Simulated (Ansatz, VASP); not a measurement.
**MgB2: VASP beside Ansatz**

INCAR

```
SYSTEM = MgB2
ALGO     = Normal         ! electronic algorithm
EDIFF    = 1E-7           ! SCF threshold, eV
ENCUT    = 520            ! plane-wave cutoff, eV
GGA      = CA             ! functional
ISIF     = 2              ! what is computed and relaxed
ISMEAR   = -1             ! smearing method
LASPH    = .True.         ! aspherical terms in the spheres
LCHARG   = .False.        ! write CHGCAR
LREAL    = .False.        ! projectors in reciprocal space
LWAVE    = .False.        ! write WAVECAR
NBANDS   = 11             ! bands
NELM     = 100            ! most SCF steps
PREC     = Accurate       ! precision mode
SIGMA    = 0.05           ! smearing width, eV
```

The input KPOINTS:

```
k-points
0
Gamma
  12 12 9
  0 0 0
```

Contents of POSCAR:

```
MgB2
1.0
    3.0850007055      0.0000000000      0.0000000000
   -1.5425003528      2.6716889817      0.0000000000
    0.0000000000      0.0000000000      3.4173100000
Mg B
1 2
Direct
    0.0000000000      0.0000000000      0.0000000000
    0.3333333333      0.6666666667      0.5000000000
    0.6666666667      0.3333333333      0.5000000000
```

Input for Ansatz:

```yaml
crystal:
  lattice:
    - [3.0850007055, 0.0, 0.0]
    - [-1.5425003528, 2.6716889817, 0.0]
    - [0.0, 0.0, 3.41731]
  atoms:
    - { symbol: Mg, position: [0.0, 0.0, 0.0] }
    - { symbol: B, position: [0.3333333333, 0.6666666667, 0.5] }
    - { symbol: B, position: [0.6666666667, 0.3333333333, 0.5] }
kpoints:
  mp_grid: { grid: [12, 12, 9] }
  band_path:
    path:
      - [0.0, 0.0, 0.0]
      - [0.5, 0.0, 0.0]
      - [0.3333333333, 0.3333333333, 0.0]
      - [0.0, 0.0, 0.0]
      - [0.0, 0.0, 0.5]
      - [0.5, 0.0, 0.5]
      - [0.3333333333, 0.3333333333, 0.5]
      - [0.0, 0.0, 0.5]
      - [0.5, 0.0, 0.5]
    npoints: 5
scf:
  occupations: { method: fermi_dirac, width: 0.05 }
hamiltonian:
  xc: lda
  pseudopotentials: { kind: all_electron, lapw: { basis_error: 0.0005 } }
output:
  forces: true
  stress: true
  eigenvalues: true
```

Change from the starting cell: zz strain of -3 %.

Alike in both runs: task single point; functional LDA; k mesh 12 × 12 × 9; occupations fermi-dirac, width 0.05 eV; no spin polarisation.

|  | VASP | Ansatz |
| --- | --- | --- |
| version | VASP 6.6.1 | Ansatz 0.2.0 |
| potentials or method | VASP PAW LDA potentials, release 64 (Mg, B) | all-electron LAPW, scalar-relativistic |
| plane-wave cutoff (eV) | 520 | see its input |

|  | VASP | Ansatz | Ansatz less VASP |
| --- | --- | --- | --- |
| pressure (GPa) | -5.1 | -4.5 | +0.59 |
| largest component of the traceless stress (GPa) | 5.99 | 6.09 | +0.106 |

Ansatz ran all-electron here, so the differences hold the error of VASP's frozen core and of both bases.
